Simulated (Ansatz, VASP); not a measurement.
## BN: VASP beside Ansatz

Contents of INCAR:

```
  ALGO = Normal
  EDIFF = 1E-6
  ENCUT = 520
  GGA = PE
  ISIF = 2
  ISMEAR = 0
  LASPH = T
  LCHARG = F
  LREAL = F
  LWAVE = F
  NBANDS = 26
  NELM = 60
  PREC = Accurate
  SIGMA = 0.05
```

File KPOINTS:

```
k-points
0
Gamma
  6 6 6
```

File POSCAR:

```
BN
1.0
    3.6260020000      0.0000000000      0.0000000000
    0.0000000000     -3.6260020000      0.0000000000
    0.0000000000      0.0000000000     -3.6260020000
B N
4 4
Direct
    0.0000000000      0.5000000000      0.5000000000
    0.5000000000      0.0000000000      0.5000000000
    0.5000000000      0.5000000000      0.0000000000
    0.0000000000      0.0000000000      0.0000000000
    0.7500000000      0.7500000000      0.8051571676
    0.2500000000      0.2500000000      0.7500000000
    0.2500000000      0.7500000000      0.2500000000
    0.7500000000      0.2500000000      0.2500000000
```

Input for Ansatz:

```yaml
crystal:
  lattice:
    - [3.626002, 0.0, 0.0]
    - [0.0, -3.626002, 0.0]
    - [0.0, 0.0, -3.626002]
  atoms:
    - { symbol: B, position: [0.0, 0.5, 0.5] }
    - { symbol: B, position: [0.5, 0.0, 0.5] }
    - { symbol: B, position: [0.5, 0.5, 0.0] }
    - { symbol: B, position: [0.0, 0.0, 0.0] }
    - { symbol: "N", position: [0.75, 0.75, 0.8051571676] }
    - { symbol: "N", position: [0.25, 0.25, 0.75] }
    - { symbol: "N", position: [0.25, 0.75, 0.25] }
    - { symbol: "N", position: [0.75, 0.25, 0.25] }
basis:
  ecutwfc: 420
kpoints:
  mp_grid: { grid: [6, 6, 6] }
hamiltonian:
  xc: pbe
scf:
  occupations: { method: gaussian, width: 0.05 }
output:
  forces: true
  stress: true
  eigenvalues: true
  write_density: true
  write_potential: true
  elf: true
  volumetric_format: npy
```

Alike in both runs: task single point; functional PBE; k mesh 6 × 6 × 6; occupations gaussian, width 0.05 eV; no spin polarisation.

```csv
,VASP,Ansatz
version,VASP 6.6.1,Ansatz 0.2.0
potentials or method,"VASP PAW PBE potentials, release 64 (B, N)","scalar-relativistic, plane waves, PAW"
plane-wave cutoff (eV),520,420
valence electrons in the cell,32,32
```

|  | VASP | Ansatz | Ansatz less VASP |
| --- | --- | --- | --- |
| gap on the k mesh at the Fermi level (eV) | 3.88 | 3.89 | +0.011 |
| least direct gap on the mesh (eV) | 3.88 | 3.89 | +0.011 |
| pressure (GPa) | 3.3 | 3.1 | -0.23 |
| largest component of the traceless stress (GPa) | 2.32 | 2.30 | -0.018 |
| rms of the force components (eV/Å) | 1.542 | 1.536 | -0.0055 |

Atom by atom the forces differ by 0.007 eV/Å (rms over components).

Caveats: forces of over 1 eV/Å show positions far from the minimum, so gaps and moduli don't describe the material at rest. A k mesh can miss the band edges.
